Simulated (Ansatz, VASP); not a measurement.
BiTe: VASP beside Ansatz

```
Bi Te
1.0
     0.00000    3.21329    3.21329
     3.21329    0.00000    3.21329
     3.21329    3.21329    0.00000
Bi Te
1 1
Cartesian
  0.0000 0.0000 0.0000
  3.2133 3.2133 3.2133
```

Change from the starting cell: volume scaled by 0.98, PAW files.

Alike in both runs: task electric field gradients; functional PBE; k mesh 10 × 10 × 10; occupations fermi-dirac, width 0.03 eV; no spin polarisation.

|  | VASP | Ansatz |
| --- | --- | --- |
| version | VASP 6.6.1 | Ansatz 0.2.0 |
| potentials or method | VASP PAW PBE potentials, release 64 (Bi_d, Te) | PAW with Ansatz's default frozen-core files, scalar-relativistic |
| plane-wave cutoff (eV) | 520 | 420 |
| valence electrons in the cell | 21 | 31 |

|  | VASP | Ansatz | Ansatz less VASP |
| --- | --- | --- | --- |
| pressure (GPa) | 1.8 | 1.9 | +0.05 |
| Vzz of the field gradient on the site that differs most (V/Å²) | 0.0 | 0.0 | 0.00 |

The functional is the same, so the differences come from potentials, cutoffs and numerics. The two sets of potentials don't hold the same shells in valence. Ansatz warned: «gradients_without_spin_orbit».
